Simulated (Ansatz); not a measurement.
**128-atom supercell of rocksalt LiF**

Wanted: energy, pressure and frontier levels of the defect-free cell (PBEsol, HSE06 and r²SCAN).

Method: density functional theory in Ansatz 0.2.0, PAW datasets, plane waves.

## Step 1: Starting point

128 atoms (64 F, 64 Li); a = 11.335 Å, b = 11.335 Å, c = 11.335 Å, α = 60.00°, β = 60.00°, γ = 60.00°.

Plan of the steps: (2) PBEsol cell relaxation at the single k point (½, ½, ½), on 1 × NVIDIA GB300 Max-Q with 8 threads of Arm Neoverse-V2; (3) HSE06 single point at the Γ point alone, on 1 × NVIDIA GB300 Max-Q with 8 threads of Arm Neoverse-V2; (4) r²SCAN single point at the Γ point alone, on 1 × NVIDIA GB300 Max-Q with 8 threads of Arm Neoverse-V2.

## Step 2: Relaxing cell and atoms with PBEsol

in.yaml

```yaml
crystal:
  lattice:
    - [0.000000, 8.015184, 8.015184]
    - [8.015184, 0.000000, 8.015184]
    - [8.015184, 8.015184, 0.000000]
  atoms:
    - { symbol: F, position: [0.375000, 0.125000, 0.125000] }
    - { symbol: F, position: [0.875000, 0.125000, 0.125000] }
    - { symbol: F, position: [0.125000, 0.375000, 0.375000] }
    - { symbol: F, position: [0.375000, 0.625000, 0.125000] }
    - { symbol: F, position: [0.375000, 0.125000, 0.625000] }
    - { symbol: F, position: [0.625000, 0.375000, 0.375000] }
    - { symbol: F, position: [0.875000, 0.625000, 0.125000] }
    - { symbol: F, position: [0.875000, 0.125000, 0.625000] }
    - { symbol: F, position: [0.125000, 0.875000, 0.375000] }
    - { symbol: F, position: [0.125000, 0.375000, 0.875000] }
    - { symbol: F, position: [0.375000, 0.625000, 0.625000] }
    - { symbol: F, position: [0.625000, 0.875000, 0.375000] }
    - { symbol: F, position: [0.625000, 0.375000, 0.875000] }
    - { symbol: F, position: [0.875000, 0.625000, 0.625000] }
    - { symbol: F, position: [0.125000, 0.875000, 0.875000] }
    - { symbol: F, position: [0.625000, 0.875000, 0.875000] }
    - { symbol: F, position: [0.125000, 0.375000, 0.125000] }
    - { symbol: F, position: [0.375000, 0.125000, 0.375000] }
    - { symbol: F, position: [0.625000, 0.375000, 0.125000] }
    - { symbol: F, position: [0.875000, 0.125000, 0.375000] }
    - { symbol: F, position: [0.125000, 0.875000, 0.125000] }
    - { symbol: F, position: [0.125000, 0.375000, 0.625000] }
    - { symbol: F, position: [0.375000, 0.625000, 0.375000] }
    - { symbol: F, position: [0.625000, 0.875000, 0.125000] }
    - { symbol: F, position: [0.375000, 0.125000, 0.875000] }
    - { symbol: F, position: [0.625000, 0.375000, 0.625000] }
    - { symbol: F, position: [0.875000, 0.625000, 0.375000] }
    - { symbol: F, position: [0.875000, 0.125000, 0.875000] }
    - { symbol: F, position: [0.125000, 0.875000, 0.625000] }
    - { symbol: F, position: [0.375000, 0.625000, 0.875000] }
    - { symbol: F, position: [0.625000, 0.875000, 0.625000] }
    - { symbol: F, position: [0.875000, 0.625000, 0.875000] }
    - { symbol: F, position: [0.125000, 0.125000, 0.375000] }
    - { symbol: F, position: [0.375000, 0.375000, 0.125000] }
    - { symbol: F, position: [0.625000, 0.125000, 0.375000] }
    - { symbol: F, position: [0.875000, 0.375000, 0.125000] }
    - { symbol: F, position: [0.125000, 0.625000, 0.375000] }
    - { symbol: F, position: [0.375000, 0.875000, 0.125000] }
    - { symbol: F, position: [0.125000, 0.125000, 0.875000] }
    - { symbol: F, position: [0.375000, 0.375000, 0.625000] }
    - { symbol: F, position: [0.625000, 0.625000, 0.375000] }
    - { symbol: F, position: [0.875000, 0.875000, 0.125000] }
    - { symbol: F, position: [0.625000, 0.125000, 0.875000] }
    - { symbol: F, position: [0.875000, 0.375000, 0.625000] }
    - { symbol: F, position: [0.125000, 0.625000, 0.875000] }
    - { symbol: F, position: [0.375000, 0.875000, 0.625000] }
    - { symbol: F, position: [0.625000, 0.625000, 0.875000] }
    - { symbol: F, position: [0.875000, 0.875000, 0.625000] }
    - { symbol: F, position: [0.125000, 0.125000, 0.125000] }
    - { symbol: F, position: [0.625000, 0.125000, 0.125000] }
    - { symbol: F, position: [0.125000, 0.625000, 0.125000] }
    - { symbol: F, position: [0.125000, 0.125000, 0.625000] }
    - { symbol: F, position: [0.375000, 0.375000, 0.375000] }
    - { symbol: F, position: [0.625000, 0.625000, 0.125000] }
    - { symbol: F, position: [0.625000, 0.125000, 0.625000] }
    - { symbol: F, position: [0.875000, 0.375000, 0.375000] }
    - { symbol: F, position: [0.125000, 0.625000, 0.625000] }
    - { symbol: F, position: [0.375000, 0.875000, 0.375000] }
    - { symbol: F, position: [0.375000, 0.375000, 0.875000] }
    - { symbol: F, position: [0.625000, 0.625000, 0.625000] }
    - { symbol: F, position: [0.875000, 0.875000, 0.375000] }
    - { symbol: F, position: [0.875000, 0.375000, 0.875000] }
    - { symbol: F, position: [0.375000, 0.875000, 0.875000] }
    - { symbol: F, position: [0.875000, 0.875000, 0.875000] }
    - { symbol: Li, position: [0.000000, 0.000000, 0.000000] }
    - { symbol: Li, position: [0.500000, 0.000000, 0.000000] }
    - { symbol: Li, position: [0.000000, 0.500000, 0.000000] }
    - { symbol: Li, position: [0.000000, 0.000000, 0.500000] }
    - { symbol: Li, position: [0.250000, 0.250000, 0.250000] }
    - { symbol: Li, position: [0.500000, 0.500000, 0.000000] }
    - { symbol: Li, position: [0.500000, 0.000000, 0.500000] }
    - { symbol: Li, position: [0.750000, 0.250000, 0.250000] }
    - { symbol: Li, position: [0.000000, 0.500000, 0.500000] }
    - { symbol: Li, position: [0.250000, 0.750000, 0.250000] }
    - { symbol: Li, position: [0.250000, 0.250000, 0.750000] }
    - { symbol: Li, position: [0.500000, 0.500000, 0.500000] }
    - { symbol: Li, position: [0.750000, 0.750000, 0.250000] }
    - { symbol: Li, position: [0.750000, 0.250000, 0.750000] }
    - { symbol: Li, position: [0.250000, 0.750000, 0.750000] }
    - { symbol: Li, position: [0.750000, 0.750000, 0.750000] }
    - { symbol: Li, position: [0.000000, 0.000000, 0.250000] }
    - { symbol: Li, position: [0.250000, 0.250000, 0.000000] }
    - { symbol: Li, position: [0.500000, 0.000000, 0.250000] }
    - { symbol: Li, position: [0.750000, 0.250000, 0.000000] }
    - { symbol: Li, position: [0.000000, 0.500000, 0.250000] }
    - { symbol: Li, position: [0.250000, 0.750000, 0.000000] }
    - { symbol: Li, position: [0.000000, 0.000000, 0.750000] }
    - { symbol: Li, position: [0.250000, 0.250000, 0.500000] }
    - { symbol: Li, position: [0.500000, 0.500000, 0.250000] }
    - { symbol: Li, position: [0.750000, 0.750000, 0.000000] }
    - { symbol: Li, position: [0.500000, 0.000000, 0.750000] }
    - { symbol: Li, position: [0.750000, 0.250000, 0.500000] }
    - { symbol: Li, position: [0.000000, 0.500000, 0.750000] }
    - { symbol: Li, position: [0.250000, 0.750000, 0.500000] }
    - { symbol: Li, position: [0.500000, 0.500000, 0.750000] }
    - { symbol: Li, position: [0.750000, 0.750000, 0.500000] }
    - { symbol: Li, position: [0.000000, 0.250000, 0.000000] }
    - { symbol: Li, position: [0.250000, 0.000000, 0.250000] }
    - { symbol: Li, position: [0.500000, 0.250000, 0.000000] }
    - { symbol: Li, position: [0.750000, 0.000000, 0.250000] }
    - { symbol: Li, position: [0.000000, 0.750000, 0.000000] }
    - { symbol: Li, position: [0.000000, 0.250000, 0.500000] }
    - { symbol: Li, position: [0.250000, 0.500000, 0.250000] }
    - { symbol: Li, position: [0.500000, 0.750000, 0.000000] }
    - { symbol: Li, position: [0.250000, 0.000000, 0.750000] }
    - { symbol: Li, position: [0.500000, 0.250000, 0.500000] }
    - { symbol: Li, position: [0.750000, 0.500000, 0.250000] }
    - { symbol: Li, position: [0.750000, 0.000000, 0.750000] }
    - { symbol: Li, position: [0.000000, 0.750000, 0.500000] }
    - { symbol: Li, position: [0.250000, 0.500000, 0.750000] }
    - { symbol: Li, position: [0.500000, 0.750000, 0.500000] }
    - { symbol: Li, position: [0.750000, 0.500000, 0.750000] }
    - { symbol: Li, position: [0.250000, 0.000000, 0.000000] }
    - { symbol: Li, position: [0.750000, 0.000000, 0.000000] }
    - { symbol: Li, position: [0.000000, 0.250000, 0.250000] }
    - { symbol: Li, position: [0.250000, 0.500000, 0.000000] }
    - { symbol: Li, position: [0.250000, 0.000000, 0.500000] }
    - { symbol: Li, position: [0.500000, 0.250000, 0.250000] }
    - { symbol: Li, position: [0.750000, 0.500000, 0.000000] }
    - { symbol: Li, position: [0.750000, 0.000000, 0.500000] }
    - { symbol: Li, position: [0.000000, 0.750000, 0.250000] }
    - { symbol: Li, position: [0.000000, 0.250000, 0.750000] }
    - { symbol: Li, position: [0.250000, 0.500000, 0.500000] }
    - { symbol: Li, position: [0.500000, 0.750000, 0.250000] }
    - { symbol: Li, position: [0.500000, 0.250000, 0.750000] }
    - { symbol: Li, position: [0.750000, 0.500000, 0.500000] }
    - { symbol: Li, position: [0.000000, 0.750000, 0.750000] }
    - { symbol: Li, position: [0.500000, 0.750000, 0.750000] }
kpoints:
  mp_grid: { grid: [1, 1, 1], shift: [0.5, 0.5, 0.5] }
hamiltonian:
  xc: pbesol
scf:
  occupations: { method: fermi_dirac, width: 0.01 }
relax:
  f_tol: 0.03
  max_steps: 80
  escape_saddle: false
  adjacent_minimum: "off"
  cell: { fix: [shape] }
output:
  forces: true
  eigenvalues: true
  populations: true
```

After this run come: Single point with HSE06; Single point with r²SCAN.

Q: Predict the outcome of this session. Wanted: for each run, top filled to lowest empty; energy; pressure.

The runs gave:

| level | time | k points | top filled to lowest empty (eV) | energy (eV/atom) | pressure (GPa) |
| --- | --- | --- | --- | --- | --- |
| PBEsol, relaxation | 3.3 s (GPU) | (½, ½, ½) | 9.53 | -503.2784 | 0.01 |
| HSE06 | 32 s (GPU) | Γ | 11.54 | -508.0587 | - |
| r²SCAN | 6.3 s (GPU) | Γ | 10.20 | -509.1649 | - |

```
     quantity                                                                         value
   relaxation                                              2 recorded steps, 0.00 eV gained
largest shift                                                                        0.00 Å
 relaxed cell  a = 11.335 Å, b = 11.335 Å, c = 11.335 Å, α = 60.00°, β = 60.00°, γ = 60.00°
```

**In words.** The atoms kept their fractional positions, and energy and volume hardly changed. At the same k points, r²SCAN gives a spacing 1.34 eV smaller than the 11.54 eV of HSE06. Rows on different k points differ by sampling as well as by level. The price of HSE06 is about 5.1 times the time of r²SCAN here. With one k point the spacing samples only the states that fold onto it, so it can exceed the gap over the zone.
